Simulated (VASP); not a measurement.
# How biaxial strain in the (001) plane changes GaP (F-43m)

How do the elastic response and the band edges of GaP follow biaxial strain in the (001) plane?

Main program and level: VASP 6.6.1; LDA; plane waves and PAW (Ga_d, P), in the first sound run; inputs show where later runs differ.

## 1. The starting structure

It takes space group F-43m (No. 216, cubic). The conventional cell has a = 5.451 Å, b = 5.451 Å, c = 5.451 Å, α = 90.00°, β = 90.00°, γ = 90.00°. Nearest to Ga lie 4 P at 2.36 Å. P has 4 Ga at 2.36 Å nearest. Farther neighbours are not listed.

Structure file:

```xyz
2
Lattice="0.0000 2.7255 2.7255 2.7255 0.0000 2.7255 2.7255 2.7255 0.0000" Properties=species:S:1:pos:R:3 pbc="T T T"
Ga    0.0000    0.0000    0.0000
P     1.3627    1.3627    1.3627
```

## 2. Relax the crystal, LDA

The series starts from the cell that this level prefers, so that zero strain is near zero stress.

This step took 2 runs in a row; the last is shown.

Level: LDA; plane waves and PAW (Ga_d, P).

INCAR

```
SYSTEM = GaP
PREC = Accurate
ENCUT = 450
EDIFF = 1E-07
NELM = 120
ISMEAR = 0
SIGMA = 0.02
LREAL = .FALSE.
ALGO = Normal
GGA = CA
NBANDS = 15
LORBIT = 11
LWAVE = .FALSE.
LCHARG = .FALSE.
KPAR = 16
IBRION = 2
NSW = 40
ISIF = 3
EDIFFG = -0.005
POTIM = 0.4
```

POSCAR

```
GaP
1.0
    0.0000000000      2.6961436778      2.6961436778
    2.6961436778      0.0000000000      2.6961436778
    2.6961436778      2.6961436778      0.0000000000
Ga P
1 1
Direct
    0.0000000000      0.0000000000      0.0000000000
    0.2500000000      0.2500000000      0.2500000000
```

KPOINTS

```
Automatic mesh
0
Gamma
10 10 10
0 0 0
```

Potentials, in the order of the species: Ga_d and P (LDA family, release 64).

Started as:

```
> mpirun -np 16 vasp_std
```

The program printed:

```text
[banner, memory and clock lines left out]
running   16 mpi-ranks, on    1 nodes
[...]
|                                                                             |
|           W    W    AA    RRRRR   N    N  II  N    N   GGGG   !!!           |
|           W    W   A  A   R    R  NN   N  II  NN   N  G    G  !!!           |
|           W    W  A    A  R    R  N N  N  II  N N  N  G       !!!           |
|           W WW W  AAAAAA  RRRRR   N  N N  II  N  N N  G  GGG   !            |
|           WW  WW  A    A  R   R   N   NN  II  N   NN  G    G                |
|           W    W  A    A  R    R  N    N  II  N    N   GGGG   !!!           |
|                                                                             |
|     For optimal performance we recommend to set                             |
|       NCORE = 2 up to number-of-cores-per-socket                            |
|     NCORE specifies how many cores store one orbital (NPAR=cpu/NCORE).      |
|     This setting can greatly improve the performance of VASP for DFT.       |
[...]
|     Unfortunately you need to use the default for GW and RPA                |
|     calculations (for HF NCORE is supported but not extensively tested      |
|     yet).                                                                   |
|                                                                             |

 LDA part: xc-table for (Slater(with rela. corr.)+CA(PZ))
 , standard interpolation
 POSCAR, INCAR and KPOINTS ok, starting setup
[...]
entering main loop
       N       E                     dE             d eps       ncg     rms          rms(c)
DAV:   1     0.786215732760E+02    0.78622E+02   -0.84974E+03  1418   0.160E+03
DAV:   2    -0.460074856391E+01   -0.83222E+02   -0.79840E+02  1592   0.311E+02
DAV:   3    -0.106835579561E+02   -0.60828E+01   -0.60583E+01  1809   0.682E+01
DAV:   4    -0.107835863169E+02   -0.10003E+00   -0.10000E+00  1678   0.948E+00
[...]
DAV:  11    -0.104526447173E+02   -0.60948E-05   -0.89449E-06  1772   0.444E-02    0.752E-03
DAV:  12    -0.104526445111E+02    0.20614E-06   -0.51933E-07  1747   0.794E-03    0.506E-03
DAV:  13    -0.104526444864E+02    0.24771E-07   -0.21150E-07  1633   0.470E-03
   1 F= -.10452644E+02 E0= -.10452644E+02  d E =-.104526E+02
[...]
reached required accuracy - stopping structural energy minimisation
```

The job ended after 3.2 s (16 MPI ranks of Intel Xeon Platinum 8259CL at 2.50GHz (Skylake/Cascade Lake), shared host; peak memory 2.5 GiB; 43 s of CPU time).

The logs omit lines about the potential files and the build; timing stands in the text.

From OUTCAR (step 2):

```text
  Total       -0.0013632     -0.0013632     -0.0013632     -0.0000000      0.0000000      0.0000000
  in kB       -0.0557201     -0.0557201     -0.0557201     -0.0000000      0.0000000      0.0000000
  external PRESSURE =      -0.0557201 kB  Pullay stress =       0.0000000 kB

 POSITION                                       TOTAL-FORCE (eV/Angst)
 -----------------------------------------------------------------------------------
      0.00000      0.00000      0.00000        -0.000000     -0.000000     -0.000000
      1.34807      1.34807      1.34807         0.000000      0.000000      0.000000
 -----------------------------------------------------------------------------------
    total drift:                                0.000000      0.000000      0.000000

  FREE ENERGIE OF THE ION-ELECTRON SYSTEM (eV)
  ---------------------------------------------------
  free  energy   TOTEN  =       -10.4526444864 eV

  energy  without entropy=      -10.4526444864  energy(sigma->0) =      -10.45264449

 reached required accuracy - stopping structural energy minimisation

[... 3 further parts left out ...]
[key lines of the parts left out:]
E-fermi :   4.9467
```

Numbers from this step:

- energy(sigma→0) of the program: -10.4526 eV
- stress, compression positive: xx, yy, zz -0.01, -0.01, -0.01 GPa
- volume: 39.198 Å³
- ionic steps: 1

## 3. Strain along the normal, LDA

One member in full: the plane is strained by 1 %, and the strain along the normal is moved by secant steps until the normal stress is under 0.012 GPa or five steps are spent; the atoms relax at each step.

This step took 2 runs, each at a new trial strain with the atoms of the one before; the last is shown.

Level: LDA; plane waves and PAW (Ga_d, P); cell typed or built by script.

Changes to INCAR since step 2:

```diff
@@ -14,7 +14,7 @@
 LCHARG = .FALSE.
-KPAR = 16
-IBRION = 2
-NSW = 40
-ISIF = 3
-EDIFFG = -0.005
-POTIM = 0.4
+KPAR = 4
+IBRION = 1
+NSW = 25
+ISIF = 2
+EDIFFG = -0.004
+POTIM = 0.3
```

POSCAR

```
GaP
1.0
    0.0000000000      2.7231051150      2.6717351050
    2.7231051150      0.0000000000      2.6717351050
    2.7231051150      2.7231051150      0.0000000000
Ga P
1 1
Direct
    0.0000000000      0.0000000000      0.0000000000
    0.2500000000      0.2500000000      0.2500000000
```

KPOINTS is that of step 2.

Started as:

```
> mpirun -np 4 vasp_std
```

The program printed:

```text
[banner, memory and clock lines left out]
running    4 mpi-ranks, on    1 nodes
[...]
LDA part: xc-table for (Slater(with rela. corr.)+CA(PZ))
 , standard interpolation
 POSCAR, INCAR and KPOINTS ok, starting setup
[...]
entering main loop
       N       E                     dE             d eps       ncg     rms          rms(c)
DAV:   1     0.752669219616E+02    0.75267E+02   -0.85139E+03  3139   0.159E+03
DAV:   2    -0.502284953735E+01   -0.80290E+02   -0.77122E+02  3452   0.299E+02
DAV:   3    -0.106833337352E+02   -0.56605E+01   -0.56389E+01  3781   0.656E+01
DAV:   4    -0.107754867646E+02   -0.92153E-01   -0.92122E-01  3828   0.913E+00
[...]
DAV:  11    -0.104492924668E+02   -0.61704E-05   -0.85999E-06  3954   0.436E-02    0.730E-03
DAV:  12    -0.104492922696E+02    0.19721E-06   -0.49939E-07  3657   0.753E-03    0.493E-03
DAV:  13    -0.104492922450E+02    0.24543E-07   -0.20712E-07  3639   0.456E-03
   1 F= -.10449292E+02 E0= -.10449292E+02  d E =-.104493E+02
 BRION: g(F)=  0.660E-47 g(S)=  0.000E+00
 reached required accuracy - stopping structural energy minimisation
```

The job ended after 12 s (4 MPI ranks; peak memory 0.65 GiB).

Parts of OUTCAR (step 3):

```text
  Total       -0.3578634     -0.3578634     -0.0021927      0.0000000      0.0000000      0.0000000
  in kB      -14.4702377    -14.4702377     -0.0886617      0.0000000      0.0000000      0.0000000
  external PRESSURE =      -9.6763791 kB  Pullay stress =       0.0000000 kB

 POSITION                                       TOTAL-FORCE (eV/Angst)
 -----------------------------------------------------------------------------------
      0.00000      0.00000      0.00000        -0.000000     -0.000000     -0.000000
      1.36155      1.36155      1.33587         0.000000      0.000000      0.000000
 -----------------------------------------------------------------------------------
    total drift:                                0.000000      0.000000      0.000001

  FREE ENERGIE OF THE ION-ELECTRON SYSTEM (eV)
  ---------------------------------------------------
  free  energy   TOTEN  =       -10.4492922450 eV

  energy  without entropy=      -10.4492922450  energy(sigma->0) =      -10.44929225

[... 1 part as in an earlier step ...]

[... 3 further parts left out ...]
[key lines of the parts left out:]
E-fermi :   4.9633
```

This run gave:

* energy(sigma→0) of the program: -10.4493 eV
* stress, compression positive: xx, yy, zz -1.45, -1.45, -0.01 GPa
* ionic steps: 1

## 4. Band edges, HSE06

Short lines in KPOINTS_OPT sample the zone centre along and across the normal of the plane, for masses, and the other valleys.

Level: HSE06; plane waves and PAW (Ga_d, P); cell typed or built by script.

INCAR

```
SYSTEM = GaP
PREC = Accurate
ENCUT = 450
EDIFF = 1E-06
NELM = 100
ISMEAR = 0
SIGMA = 0.02
LREAL = .FALSE.
ALGO = Normal
LHFCALC = .TRUE.
AEXX = 0.25
GGA = PE
HFSCREEN = 0.2
LASPH = .TRUE.
NBANDS = 14
PRECFOCK = Fast
LWAVE = .FALSE.
LCHARG = .FALSE.
KPAR = 4
```

POSCAR is that of step 3.

KPOINTS

```
Automatic mesh
0
Gamma
5 5 5
0 0 0
```

KPOINTS_OPT

```
Line mode
6
Line-mode
Reciprocal
  0.00000000   0.00000000   0.00000000
  0.02126099   0.02126099   0.00000000

  0.00000000   0.00000000   0.00000000
  0.00000000  -0.02166978  -0.02166978

  0.31000000   0.31000000   0.00000000
  0.50000000   0.50000000   0.00000000

  0.00000000   0.31000000   0.31000000
  0.00000000   0.50000000   0.50000000

  0.45000000   0.45000000   0.45000000
  0.50000000   0.50000000   0.50000000

  0.45000000   0.00000000   0.00000000
  0.50000000   0.00000000   0.00000000

  0.42500000   0.42500000   0.00000000
  0.42500000   0.44666978   0.02166978

  0.50000000   0.50000000   0.50000000
  0.48467715   0.51532285   0.50000000
```

Started as:

```
> mpirun -np 4 vasp_std
```

The program printed:

```text
[banner, memory and clock lines left out]
running    4 mpi-ranks, on    1 nodes
[...]
|                                                                             |
|               ----> ADVICE to this user running VASP <----                  |
|                                                                             |
|     You enforced a specific xc type in the INCAR file but a different       |
|     [... a line on the potential file left out ...]
|     I HOPE YOU KNOW WHAT YOU ARE DOING!                                     |
|                                                                             |

 LDA part: xc-table for (Slater+PW92), standard interpolation
 found WAVECAR, reading the header
 POSCAR, INCAR and KPOINTS ok, starting setup
[...]
reading WAVECAR
 the WAVECAR file was read successfully
 initial charge from wavefunction
 entering main loop
       N       E                     dE             d eps       ncg     rms          rms(c)
DAV:   1    -0.108147035333E+02   -0.10815E+02   -0.12808E+00   746   0.230E+01    0.324E+00
DAV:   2    -0.108052412789E+02    0.94623E-02   -0.71360E-02   736   0.464E+00    0.223E+00
DAV:   3    -0.108005453153E+02    0.46960E-02   -0.10032E-02   696   0.190E+00    0.130E+00
DAV:   4    -0.107996962345E+02    0.84908E-03   -0.19796E-03   638   0.525E-01    0.732E-01
[...]
DAV:   8    -0.107994465416E+02    0.69648E-05   -0.30116E-06   642   0.138E-02    0.707E-02
DAV:   9    -0.107994441305E+02    0.24111E-05   -0.10894E-06   450   0.767E-03    0.380E-02
DAV:  10    -0.107994433495E+02    0.78096E-06   -0.48637E-07   348   0.559E-03
   1 F= -.10799443E+02 E0= -.10799443E+02  d E =-.736182E-22
 Start KPOINTS_OPT (optional k-point list driver)
k-point batch [1-18\48]
       N       E                     dE             ncg
DAV:   1    -0.282947606775E+03   -0.41323E+04      512
DAV:   2    -0.207654920558E+04   -0.17936E+04      522
DAV:   3    -0.223701159289E+04   -0.16046E+03      594
DAV:   4    -0.224299696145E+04   -0.59854E+01      626
DAV:   5    -0.224308706960E+04   -0.90108E-01      692
DAV:   6    -0.224309015462E+04   -0.30850E-02      770
DAV:   7    -0.224309021426E+04   -0.59647E-04      652
DAV:   8    -0.224309021509E+04   -0.83000E-06      508
[...]
k-point batch [37-48\48]
       N       E                     dE             ncg
DAV:   1     0.263804710009E+04   -0.74192E+04      344
DAV:   2     0.142437599161E+04   -0.12137E+04      372
DAV:   3     0.133782703369E+04   -0.86549E+02      414
DAV:   4     0.133587581446E+04   -0.19512E+01      462
DAV:   5     0.133584282336E+04   -0.32991E-01      490
DAV:   6     0.133584152227E+04   -0.13011E-02      554
DAV:   7     0.133584150300E+04   -0.19271E-04      456
DAV:   8     0.133584150284E+04   -0.16033E-06      366
```

Wall time 5.6 min (4 MPI ranks); peak memory 1.1 GiB.

From OUTCAR (step 4):

```text
  LATTYP: Found a body centered tetragonal cell.
 ALAT       =     3.8510521854
 C/A-ratio  =     1.3875351340

 Subroutine GETGRP returns: Found  8 space group operations
 (whereof  8 operations were pure point group operations)

The static configuration has the point symmetry D_2d.

 Found     18 irreducible k-points:

   k-points           NKPTS =     18   k-points in BZ     NKDIM =    125   number of bands    NBANDS=     14

   dimension x,y,z NGX =    28 NGY =   28 NGZ =   28
   dimension x,y,z NGXF=    56 NGYF=   56 NGZF=   56

   ENCUT  =  450.0 eV  33.07 Ry    5.75 a.u.   6.60  6.60  6.66*2*pi/ulx,y,z

   NELECT =      18.0000    total number of electrons

  exchange ACFDT corr.  =         0.00000000  see jH, gK, PRB 81, 115126

 E-fermi :   4.7077

 k-point     1 :       0.0000    0.0000    0.0000
  band No.  band energies     occupation
    ...
      5     -12.5819      2.00000
      6      -9.4398      2.00000
      7       4.4676      2.00000
      8       4.4676      2.00000
      9       4.5787      2.00000
     10       7.5137      0.00000
     11       9.2608      0.00000
     12       9.3010      0.00000
     13       9.3010      0.00000
     14      14.4937      0.00000

 k-point     2 :       0.2000    0.0000    0.0000
  band No.  band energies     occupation
    ...
      5     -12.5812      2.00000
      6      -8.8827      2.00000
      7       1.2903      2.00000
      8       3.9130      2.00000
      9       4.0272      2.00000
     10       7.8352      0.00000
     11      10.0344      0.00000
     12      10.0542      0.00000
     13      11.1795      0.00000
     14      14.3564      0.00000

 POSITION                                       TOTAL-FORCE (eV/Angst)
 -----------------------------------------------------------------------------------
      0.00000      0.00000      0.00000        -0.000000     -0.000000      0.000000
      1.36155      1.36155      1.33587         0.000000      0.000000      0.000000
 -----------------------------------------------------------------------------------
    total drift:                                0.000001      0.000003      0.000001

  FREE ENERGIE OF THE ION-ELECTRON SYSTEM (eV)
  ---------------------------------------------------
  free  energy   TOTEN  =       -10.7994433495 eV

  energy  without entropy=      -10.7994433495  energy(sigma->0) =      -10.79944335

[... 1 part as in an earlier step ...]

[... 7 further parts left out ...]
```

This run gave:

- energy(sigma→0) of the program: -10.7994 eV

## 5. Band edges, LDA

Short lines in KPOINTS_OPT sample the zone centre along and across the normal of the plane, for masses, and the other valleys.

Level: LDA; plane waves and PAW (Ga_d, P); cell typed or built by script.

INCAR

```
SYSTEM = GaP
PREC = Accurate
ENCUT = 450
EDIFF = 1E-06
NELM = 100
ISMEAR = 0
SIGMA = 0.02
LREAL = .FALSE.
ALGO = Normal
GGA = CA
NBANDS = 14
LWAVE = .FALSE.
LCHARG = .FALSE.
KPAR = 4
```

POSCAR is that of step 4.

KPOINTS

```
Automatic mesh
0
Gamma
8 8 8
0 0 0
```

KPOINTS_OPT is that of step 4.

Started as:

```
> mpirun -np 4 vasp_std
```

The program printed:

```text
[... set-up lines as in an earlier step ...]
 entering main loop
       N       E                     dE             d eps       ncg     rms          rms(c)
DAV:   1     0.769831265126E+02    0.76983E+02   -0.86250E+03  1714   0.173E+03
DAV:   2    -0.478994524870E+01   -0.81773E+02   -0.78004E+02  1790   0.313E+02
DAV:   3    -0.106763091723E+02   -0.58864E+01   -0.58581E+01  2084   0.705E+01
DAV:   4    -0.107738559688E+02   -0.97547E-01   -0.97508E-01  1986   0.990E+00
[...]
DAV:  10    -0.104469638272E+02    0.19275E-05   -0.49885E-05  2524   0.876E-02    0.236E-02
DAV:  11    -0.104469700081E+02   -0.61809E-05   -0.81027E-06  2064   0.457E-02    0.650E-03
DAV:  12    -0.104469698153E+02    0.19280E-06   -0.48522E-07  1300   0.928E-03
   1 F= -.10446970E+02 E0= -.10446970E+02  d E =-.134771E-16
 Start KPOINTS_OPT (optional k-point list driver)
k-point batch [1-48\48]
       N       E                     dE             ncg
DAV:   1    -0.372310748942E+03   -0.21066E+05     1368
DAV:   2    -0.428273996959E+04   -0.39104E+04     1476
DAV:   3    -0.458432660453E+04   -0.30159E+03     1680
DAV:   4    -0.459005658274E+04   -0.57300E+01     1666
DAV:   5    -0.459017599524E+04   -0.11941E+00     1812
DAV:   6    -0.459018174956E+04   -0.57543E-02     1984
DAV:   7    -0.459018179246E+04   -0.42893E-04     1796
DAV:   8    -0.459018179306E+04   -0.60587E-06     1354
```

Elapsed: 9 s, on 4 MPI ranks; peak memory 0.66 GiB; 34 s of CPU time.

(Part 1 of 2 ends here.)

[Lines on the potential files, build, host, timing and source positions are cut from VASP's logs without a mark.]

[Logs are printed without paths, hosts, clocks, repeated set-up lines and the standing remarks that a program may print on its own settings, such as how far it seeks lower states.]

[Hosts, paths, dates, database ids (printed as entryN), source tags and the programs' standing remarks are cut or masked in the printed files.]

[In band tables of VASP the shares of atoms and orbitals are scaled to a sum of 1 inside the atoms' spheres.]
